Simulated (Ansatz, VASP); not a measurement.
# PbS (Galena) in two plane-wave programs

Wanted: the spread between two codes on one cell, functional and k mesh. The cell is taken from a series of VASP runs on this material, whose earlier steps may have relaxed, scaled or displaced it; both programs get it as it stands.

Calculated with Ansatz 0.2.0; plane waves, with VASP 6.6.1 beside it; zone-centre phonons at LDA.

### Step 1. The structure

The structure is cubic, space group Fm-3m (No. 225). The conventional cell has a = 5.845 Å, b = 5.845 Å, c = 5.845 Å, α = 90.00°, β = 90.00°, γ = 90.00°. Pb has 6 S at 2.92 Å nearest. Nearest to S lie 6 Pb at 2.92 Å. Farther neighbours and most contacts between anions are not listed.

### Step 2. Ansatz: zone-centre phonons, LDA

Ansatz runs on its default PAW (the set named soft_2) files.

Second derivatives magnify differences that forces hide, and they need a tight electronic threshold.

Contents of input.yaml:

```yaml
crystal:
  lattice:
    - [0.0, 2.9227492071, 2.9227492071]
    - [2.9227492071, 0.0, 2.9227492071]
    - [2.9227492071, 2.9227492071, 0.0]
  atoms:
    - { symbol: Pb, position: [0.0, 0.0, 0.0] }
    - { symbol: S, position: [0.5, 0.5, 0.5] }
hamiltonian:
  xc: lda
  pseudopotentials: { kind: paw }
kpoints:
  mp_grid: { grid: [7, 7, 7] }
scf:
  occupations: { method: fixed }
phonons:
  method: dfpt
  qpoints: [[0, 0, 0]]
```

Run with:

```
$ ansatz run input.yaml --threads 4 --pin off --max-ram 9216MiB --backend cpu --events-out ev --progress --plain --runs-dir out
```

Numbers of over 12 decimals in the logs are rounded to 6 here.

The log of the run:

```text
Engine: ansatz 0.2.0, aarch64-unknown-linux-gnu
Pseudopotentials: kind: paw
Pseudopotential: Pb, paw, valence charge 14, recommended cutoff 420 eV (normal), Pb.paw.azcp
Pseudopotential: S, paw, valence charge 6, recommended cutoff 420 eV (normal), S.paw.azcp
Functional definition: SPW92
  exchange = slater_x
  correlation = pw_c
Crystal: 2 atoms, lattice volume = 49.935 Å³
Basis set: ecut = 420 eV, 941 PW (Γ), exchange–correlation on 60×60×60 points (8 copies of the dense FFT grid, shifted against one another)
Bands: 14, of which v1, the nominal top of the filled ones, is band 10 counted from 1 (9 counted from 0)
Symmetry: 48 space group operations
k-points: 40 of 343 (irreducible under 8 space group operations, time reversal used)
Non-local potential: Pb, projectors of the file, l = 0: 2, l = 1: 2, l = 2: 2, l = 3: 2
Non-local potential: S, projectors of the file, l = 0: 2, l = 1: 2, l = 2: 2
PAW form: soft (Blöchl's): semilocal exchange-correlation on the pseudo side does not see the compensation charge
PAW frozen core: Pb, regenerated for the run's functional, and the local potential with it (the file was generated under x = pbe(κ = 0.804, μ = 0.219515), c = pbe(β = 0.066725))
PAW frozen core: S, regenerated for the run's functional, and the local potential with it (the file was generated under x = pbe(κ = 0.804, μ = 0.219515), c = pbe(β = 0.066725))
PAW one-centre angular grid: Pb, 590 points (default); XC on 64 Gauss nodes
PAW one-centre angular grid: S, 110 points (default); XC on 64 Gauss nodes
Initial density: superposition of atomic densities (neutral atoms: chi_scale 0, normalization atom), corrected by the library's trained network
Initial wavefunctions: pseudopotential atomic-orbital guess
Functional: x = slater, c = lda
SCF iter   1: F=—  HF=-12472.967190 eV  |F-HF|=—  |Δ(HF+E_count)|=         —  Δρ=5.81e-3  dr2=2.31e-2  ethr=1.77e-3  ⟨swp⟩=5.0  Hψ=2768  notcnv=0  defer=61
preconditioner: auto → none  [insulator: Δε(μ)=0.832 eV  Ē_g=15.433 eV  n_scr=14 (ndim 8)  ℏωp=23.5 eV  f_vac=0.000  ε∞_Penn≈3.3]
SCF iter   2: F=—  HF=-12472.959582 eV  |F-HF|=—  |Δ(HF+E_count)|=   7.61e-3  Δρ=2.72e-3  dr2=3.57e-3  ethr=1.15e-4  ⟨swp⟩=2.4  Hψ=1089  notcnv=0  defer=74
SCF iter   3: F=—  HF=-12472.958462 eV  |F-HF|=—  |Δ(HF+E_count)|=   1.12e-3  Δρ=9.91e-4  dr2=4.08e-4  ethr=1.79e-5  ⟨swp⟩=3.0  Hψ=962  notcnv=0  defer=74
SCF iter   4: F=—  HF=-12472.958355 eV  |F-HF|=—  |Δ(HF+E_count)|=   1.08e-4  Δρ=3.43e-4  dr2=4.58e-5  ethr=2.04e-6  ⟨swp⟩=1.0  Hψ=560  notcnv=0  defer=68
SCF iter   5: F=—  HF=-12472.958340 eV  |F-HF|=—  |Δ(HF+E_count)|=   1.49e-5  Δρ=5.25e-5  dr2=1.01e-6  ethr=2.29e-7  ⟨swp⟩=1.0  Hψ=560  notcnv=0  defer=19
SCF iter   6: F=—  HF=-12472.958335 eV  |F-HF|=—  |Δ(HF+E_count)|=   4.88e-6  Δρ=4.06e-6  dr2=3.50e-9  ethr=5.05e-9  ⟨swp⟩=2.7  Hψ=938  notcnv=0  defer=8
SCF iter   7: F=—  HF=-12472.958335 eV  |F-HF|=—  |Δ(HF+E_count)|=  5.51e-10  Δρ=7.09e-7  dr2=2.12e-10  ethr=1.75e-11  ⟨swp⟩=2.6  Hψ=956  notcnv=0  defer=8
SCF iter   8: F=-12472.958335 eV  HF=-12472.958335 eV  |F-HF|=7.28e-12  |Δ(HF+E_count)|=  8.73e-11  Δρ=5.63e-8  dr2=3.27e-12  ethr=1.00e-12  ⟨swp⟩=6.7  Hψ=3620  notcnv=0
SCF 1 converged in 8 iterations: F = -12472.958335 eV  dr2 = 3.27e-12
  greatest PAW one-centre occupation: 0.982 electrons in one spin orbital (limit 2), on the Pb atom at site 0 (counted from 0), in its partial waves of l = 2
DFPT response loops at Γ: preconditioner auto → none (the input reference at scf.mixing.eps_inf says where Resta's filter doesn't serve); β = 0.50; Broyden in place of MSR1
SCF converged after 8 iterations
Free energy (F): -12472.958335 eV
Harris-Foulkes:  -12472.958335 eV  (|F-HF|=7.28e-12)
Internal energy: -12472.958335 eV  (E = F + TS)
E sigma→0 (E₀):  -12472.958335 eV
Fermi energy:    8.514424 eV
--- Per-component energies (eV) ---
  E_band       = -49.700349
  E_kinetic    = 395.346356
  E_local      = -1193.832382  (includes V_loc(G=0)·N_el)
  E_nonlocal   = 383.747268
  E_hartree    = 462.812718
  E_xc         = -316.351468
  E_vxc        = -222.327567  (∫ρ·V_xc dr)
  E_paw        = -10669.134778  (= ΣΔE_a)
  E_vpaw       = -338.259472  (= ΣTr[D̂ρ^β])
  E_aug_tail   = 0.000047  (compensation charges beyond the density's cutoff)
  E_ewald      = -1535.621579
  E_core_change = 0.075484  (= ΣΔE_core)
  E_smearing   = -0.000000  (= −TS)
  E_closure    = -0.000000  (closes the sum)
  Σ components = -12472.958335   (vs F -12472.958335, Δ=0.00e0)
--- Band table (eV; the first three rows and the last of 40) ---
  k-point 0: bands = [... 6 lower, 2.7909, 6.4644, 6.4644, 6.4644, 14.0371, 14.0371, 14.0371, 15.3571]
  k-point 1: bands = [... 6 lower, 2.1308, 6.5256, 6.5256, 6.9543, 12.4673, 12.9995, 12.9995, 15.3084]
  k-point 2: bands = [... 6 lower, 0.8490, 6.6945, 6.6945, 7.7788, 10.6386, 11.5809, 11.5809, 15.6879]
  k-point 39: bands = [... 6 lower, 0.4854, 3.9060, 4.6485, 7.4785, 10.9984, 13.0887, 13.5651, 16.1603]
--- Phonons (Γ-DFPT): 2 representative perturbations + reference, on 40 of 343 k-points (Σ response iterations 6) ---
  k mesh reduced under 8 symmetry operations, with k and −k counted as one. Each operation leaves every solved perturbation unchanged. A smaller set is not used because it would not reduce the number of displacements times k-points to solve
  ASR residual: 3.276e-5 → 0.000e0 eV/Å²; symmetrization residual: 2.843e-7 eV/Å²
  ASR residual per site (eV/Å²): 7.67e-6 3.28e-5
  Γ frequencies (cm⁻¹): 0.00 0.00 0.00 76.43 76.43 76.43
  non-analytic LO–TO correction: not included (Born effective charges unavailable; polar crystals: no LO–TO splitting at Γ)
--- Phonons (arbitrary-q DFPT): 1 explicit q-point ---
  q = [0, 0, 0] (of the zone-centre solve; hermiticity 9.53e-7, symmetrization 7.08e-12): -0.00 -0.00 0.00 76.43 76.43 76.43
  sum rule: each row above includes the acoustic sum rule's correction from the zone centre's row sums; it moved no ω² by more than (0.53 cm⁻¹)²
```

Elapsed: 4.4 s, on 4 threads of Arm Neoverse N1, shared host; peak memory 0.4 GiB.

### Step 3. VASP: zone-centre phonons, LDA

The same cell, functional (in two slightly different forms) and mesh now go to VASP, with its own data sets and cutoff.

Lines of VASP's logs that name or quote its potential files are left out, and so is its time.

Contents of INCAR:

```
SYSTEM = PbS
PREC = Accurate
ENCUT = 400
EDIFF = 1E-08
NELM = 100
ISMEAR = 0
SIGMA = 0.05
LREAL = .FALSE.
ALGO = Normal
GGA = CA
NBANDS = 16
LORBIT = 11
LWAVE = .FALSE.
LCHARG = .FALSE.
KPAR = 2
IBRION = 8
ISIF = 2
```

Contents of POSCAR:

```
PbS
1.0
    0.0000000000      2.9227492071      2.9227492071
    2.9227492071      0.0000000000      2.9227492071
    2.9227492071      2.9227492071      0.0000000000
Pb S
1 1
Direct
    0.0000000000      0.0000000000      0.0000000000
    0.5000000000      0.5000000000      0.5000000000
```

Contents of KPOINTS:

```
Automatic mesh
0
Gamma
7 7 7
0 0 0
```

PAW data sets: Pb_d and S (LDA family, release 64).

Run with:

```
$ mpirun -np 2 vasp_std
```

The log of the run:

```text
[banner, memory and clock lines left out]
running    2 mpi-ranks, on    1 nodes
 distrk:  each k-point on    1 cores,    2 groups
 distr:  one band on    1 cores,    1 groups

 POSCAR found type information on POSCAR PbS
 POSCAR found :  2 types and       2 ions
 LDA part: xc-table for (Slater(with rela. corr.)+CA(PZ))
 , standard interpolation
 POSCAR, INCAR and KPOINTS ok, starting setup
 FFT: planning ... GRIDC
 FFT: planning ... GRID_SOFT
 FFT: planning ... GRID
 WAVECAR not read
 entering main loop
       N       E                     dE             d eps       ncg     rms          rms(c)
DAV:   1     0.139447231467E+03    0.13945E+03   -0.85063E+03   648   0.110E+03
DAV:   2    -0.856135617647E+00   -0.14030E+03   -0.13557E+03   664   0.301E+02
DAV:   3    -0.102398969639E+02   -0.93838E+01   -0.93550E+01   872   0.847E+01
DAV:   4    -0.104167266892E+02   -0.17683E+00   -0.17678E+00   776   0.134E+01
DAV:   5    -0.104249612502E+02   -0.82346E-02   -0.82344E-02   920   0.263E+00    0.486E+00
DAV:   6    -0.100139625650E+02    0.41100E+00   -0.12470E+00   992   0.821E+00    0.346E+00
DAV:   7    -0.100062676077E+02    0.76950E-02   -0.10358E-01   832   0.172E+00    0.181E+00
DAV:   8    -0.100029326105E+02    0.33350E-02   -0.99206E-03   816   0.106E+00    0.103E-01
DAV:   9    -0.100026425017E+02    0.29011E-03   -0.17170E-03  1040   0.343E-01    0.784E-02
DAV:  10    -0.100026683297E+02   -0.25828E-04   -0.11862E-04   744   0.825E-02    0.396E-02
DAV:  11    -0.100026636412E+02    0.46886E-05   -0.18280E-05   912   0.508E-02    0.122E-02
DAV:  12    -0.100026636064E+02    0.34774E-07   -0.97211E-07   896   0.126E-02    0.194E-03
DAV:  13    -0.100026636054E+02    0.10461E-08   -0.90537E-08   880   0.259E-03
   1 F= -.10002664E+02 E0= -.10002664E+02  d E =-.166286E-15
 Linear response reoptimize wavefunctions to high precision
DAV:   1    -0.100026636060E+02   -0.64301E-09   -0.10603E-08   904   0.142E-03
DAV:   2    -0.100026636061E+02   -0.13256E-09   -0.69066E-10   512   0.201E-04
DAV:   3    -0.100026636062E+02   -0.31832E-10   -0.59769E-11   496   0.611E-05
 Linear response DOF=           2
 Linear response progress:
  Degree of freedom:   1/  2
       N       E                     dE             d eps       ncg     rms          rms(c)
RMM:   1    -0.331748972244E+00   -0.33175E+00   -0.21476E-01  1768   0.512E+00
RMM:   2    -0.333384963967E+00   -0.16360E-02   -0.10856E-02  2031   0.989E-01    0.601E-02
RMM:   3    -0.333280635809E+00    0.10433E-03   -0.11487E-03  2299   0.263E-01    0.341E-02
RMM:   4    -0.332849793510E+00    0.43084E-03   -0.10426E-04  2198   0.885E-02    0.477E-03
RMM:   5    -0.332886116256E+00   -0.36323E-04   -0.14988E-05  2273   0.311E-02    0.322E-03
RMM:   6    -0.332897495802E+00   -0.11380E-04   -0.29391E-06  2287   0.138E-02    0.768E-04
RMM:   7    -0.332895756021E+00    0.17398E-05   -0.51136E-07  2322   0.514E-03    0.590E-04
RMM:   8    -0.332898086247E+00   -0.23302E-05   -0.10106E-07  2243   0.197E-03    0.990E-05
RMM:   9    -0.332897133918E+00    0.95233E-06   -0.29729E-08  2290   0.799E-04    0.296E-05
RMM:  10    -0.332896697545E+00    0.43637E-06   -0.17687E-08  2390   0.449E-04    0.218E-05
RMM:  11    -0.332896873863E+00   -0.17632E-06   -0.14024E-08  2433   0.283E-04    0.533E-06
RMM:  12    -0.332896870237E+00    0.36264E-08   -0.42443E-09  2529   0.213E-04    0.415E-06
 first order change of Fermi-energy   0.10609E-01
 force on displaced ion       1 direction 1 :  -0.652   0.000   0.000
 Linear response progress:
  Degree of freedom:   2/  2
       N       E                     dE             d eps       ncg     rms          rms(c)
RMM:   1    -0.109194502802E+00   -0.10919E+00   -0.10602E-03  2667   0.164E+00
RMM:   2    -0.105113271550E+00    0.40812E-02   -0.21851E-03  2239   0.489E-01    0.133E-01
RMM:   3    -0.105777743139E+00   -0.66447E-03   -0.74773E-04  2319   0.206E-01    0.355E-02
RMM:   4    -0.106158165826E+00   -0.38042E-03   -0.11541E-04  2217   0.779E-02    0.136E-02
RMM:   5    -0.106246352828E+00   -0.88187E-04   -0.18510E-05  2360   0.327E-02    0.111E-02
RMM:   6    -0.106236458047E+00    0.98948E-05   -0.29672E-06  2401   0.116E-02    0.297E-03
RMM:   7    -0.106245612715E+00   -0.91547E-05   -0.29872E-07  2288   0.403E-03    0.141E-03
RMM:   8    -0.106244378940E+00    0.12338E-05   -0.40978E-08  2409   0.140E-03    0.490E-04
RMM:   9    -0.106243952629E+00    0.42631E-06   -0.11524E-08  2499   0.603E-04    0.608E-05
RMM:  10    -0.106244077825E+00   -0.12520E-06    0.18908E-08  2507   0.249E-04    0.112E-05
RMM:  11    -0.106244012510E+00    0.65315E-07    0.85706E-09  2549   0.110E-04    0.712E-06
RMM:  12    -0.106244002374E+00    0.10136E-07    0.10610E-07  2546   0.629E-05    0.127E-06
RMM:  13    -0.106244002115E+00    0.25901E-09    0.75812E-08  2256   0.481E-05    0.403E-07
 first order change of Fermi-energy  -0.94950E-02
 force on displaced ion       2 direction 1 :  -0.628   0.000   0.000
 Linear response finished
```

From OUTCAR (step 3):

```text
ion  position               nearest neighbor table
   1  0.000  0.000  0.000-   2 2.92   2 2.92   2 2.92   2 2.92   2 2.92   2 2.92
   2  0.500  0.500  0.500-   1 2.92   1 2.92   1 2.92   1 2.92   1 2.92   1 2.92

  LATTYP: Found a face centered cubic cell.
 ALAT       =     5.8454984142

 Subroutine GETGRP returns: Found 48 space group operations
 (whereof 48 operations were pure point group operations)

The static configuration has the point symmetry O_h .

 Found     20 irreducible k-points:

   k-points           NKPTS =     20   k-points in BZ     NKDIM =     20   number of bands    NBANDS=     16

   dimension x,y,z NGX =    28 NGY =   28 NGZ =   28
   dimension x,y,z NGXF=    56 NGYF=   56 NGZF=   56

   ENCUT  =  400.0 eV  29.40 Ry    5.42 a.u.   6.74  6.74  6.74*2*pi/ulx,y,z

   NELECT =      20.0000    total number of electrons

 k-points in reciprocal lattice and weights: Automatic mesh
   0.00000000  0.00000000  0.00000000       0.003
   0.14285714  0.00000000  0.00000000       0.023
   0.28571429  0.00000000  0.00000000       0.023
   0.42857143  0.00000000  0.00000000       0.023
   0.14285714  0.14285714  0.00000000       0.017
   0.28571429  0.14285714  0.00000000       0.070
   0.42857143  0.14285714  0.00000000       0.070
  -0.42857143  0.14285714  0.00000000       0.070
  -0.28571429  0.14285714  0.00000000       0.070
[...]
-0.42857143  0.42857143  0.14285714       0.070
  -0.28571429  0.42857143  0.14285714       0.070

 average (electrostatic) potential at core
       1 -91.1351       2 -85.6804

  Total       -0.0099450     -0.0099450     -0.0099450      0.0000000      0.0000000      0.0000000
  in kB       -0.3190888     -0.3190888     -0.3190888      0.0000000      0.0000000      0.0000000
  external PRESSURE =      -0.3190888 kB  Pullay stress =       0.0000000 kB

  energy-cutoff  :      400.00
  volume of cell :       49.93
      direct lattice vectors                 reciprocal lattice vectors
     0.000000000  2.922749207  2.922749207    -0.171071811  0.171071811  0.171071811
     2.922749207  0.000000000  2.922749207     0.171071811 -0.171071811  0.171071811
     2.922749207  2.922749207  0.000000000     0.171071811  0.171071811 -0.171071811

 POSITION                                       TOTAL-FORCE (eV/Angst)
 -----------------------------------------------------------------------------------
      0.00000      0.00000      0.00000         0.000000     -0.000000      0.000000
      2.92275      2.92275      2.92275        -0.000000      0.000000     -0.000000
 -----------------------------------------------------------------------------------
    total drift:                                0.000000      0.000000      0.000000

 Eigenvectors and eigenvalues of the dynamical matrix
 ----------------------------------------------------

   1 f  =    2.356349 THz    14.805375 2PiTHz   78.599331 cm-1     9.745071 meV
             X         Y         Z           dx          dy          dz
      0.000000  0.000000  0.000000     0.000000    0.372223    0.000000
      2.922749  2.922749  2.922749     0.000000   -0.928143    0.000000

   2 f  =    2.356349 THz    14.805375 2PiTHz   78.599331 cm-1     9.745071 meV
             X         Y         Z           dx          dy          dz
      0.000000  0.000000  0.000000    -0.372223    0.000000    0.000000
      2.922749  2.922749  2.922749     0.928143    0.000000    0.000000

   3 f  =    2.356349 THz    14.805375 2PiTHz   78.599331 cm-1     9.745071 meV
             X         Y         Z           dx          dy          dz
      0.000000  0.000000  0.000000     0.000000    0.000000   -0.372223
      2.922749  2.922749  2.922749     0.000000    0.000000    0.928143

   4 f/i=    0.015564 THz     0.097791 2PiTHz    0.519156 cm-1     0.064367 meV
             X         Y         Z           dx          dy          dz
      0.000000  0.000000  0.000000     0.000000   -0.928143    0.000000
      2.922749  2.922749  2.922749     0.000000   -0.372223    0.000000

   5 f/i=    0.015564 THz     0.097791 2PiTHz    0.519156 cm-1     0.064367 meV
             X         Y         Z           dx          dy          dz
      0.000000  0.000000  0.000000     0.928143    0.000000    0.000000
      2.922749  2.922749  2.922749     0.372223    0.000000    0.000000

   6 f/i=    0.015564 THz     0.097791 2PiTHz    0.519156 cm-1     0.064367 meV
             X         Y         Z           dx          dy          dz
      0.000000  0.000000  0.000000     0.000000    0.000000    0.928143
      2.922749  2.922749  2.922749     0.000000    0.000000    0.372223

 ELASTIC MODULI CONTR FROM IONIC RELAXATION (kBar)
 Direction    XX          YY          ZZ          XY          YZ          ZX
 --------------------------------------------------------------------------------
 XX           0.0000      0.0000      0.0000      0.0000      0.0000      0.0000
 YY           0.0000      0.0000      0.0000      0.0000      0.0000      0.0000
 ZZ           0.0000      0.0000      0.0000      0.0000      0.0000      0.0000
 XY           0.0000      0.0000      0.0000      0.0000      0.0000      0.0000
 YZ           0.0000      0.0000      0.0000      0.0000      0.0000      0.0000
 ZX           0.0000      0.0000      0.0000      0.0000      0.0000      0.0000
 --------------------------------------------------------------------------------
```

### Step 4. Differences

Known differences besides the potentials themselves: the two LDA forms differ slightly; the cutoff is 420 eV in Ansatz and 400 eV in VASP; VASP's log shows a relativistic correction to its local exchange, Ansatz's none. Total energies have different zeros and are not compared.

Both answers:

| quantity | Ansatz | VASP | difference |
| --- | --- | --- | --- |
| optical mode 1 to 3 (cm⁻¹) | 76.4 | 78.6 | -2.76 % |

Modes are paired by rising frequency and degeneracy, not by their patterns, so a pair may still set unlike modes beside each other.

### Step 5. Further runs

Further runs change the set-up of one program: Ansatz's method, potentials or start, or VASP's data sets, cutoff or form of LDA. The table gives Ansatz less VASP for each quantity, since a change that brings one quantity closer may part another.

| run | optical mode 1 to 3 (%) |
| --- | --- |
| as above | -2.8 |
| Ansatz's all-electron LAPW method | -2.4 |

### Step 6. What came out

```json
{
  "r.m.s. difference of the optical zone-centre modes, each program's sorted by frequency (zone-centre phonons, LDA)": "2.2 cm⁻¹",
  "difference in optical mode 1 to 3 (zone-centre phonons, LDA)": "-2.8 %"
}
```

In words: The r.m.s. difference of the optical zone-centre modes, each program's sorted by frequency is 2.2 cm⁻¹ (zone-centre phonons, LDA). Among the rows given in per cent, the largest difference of the zone-centre phonons, LDA pair is in optical mode 1 to 3, -2.8 %. For zone-centre phonons, LDA, no further run moves any of the tabulated differences by more than a quarter of its size. How closely two codes agree says nothing of how well the functional describes the real material.

[Lines on the potential files, build, host, timing and source positions are cut from VASP's logs without a mark.]

[Logs are printed without paths, hosts, clocks, repeated set-up lines and the standing remarks that a program may print on its own settings, such as how far it seeks lower states.]

[Hosts, paths, dates, database ids (printed as entryN), source tags and the programs' standing remarks are cut or masked in the printed files.]
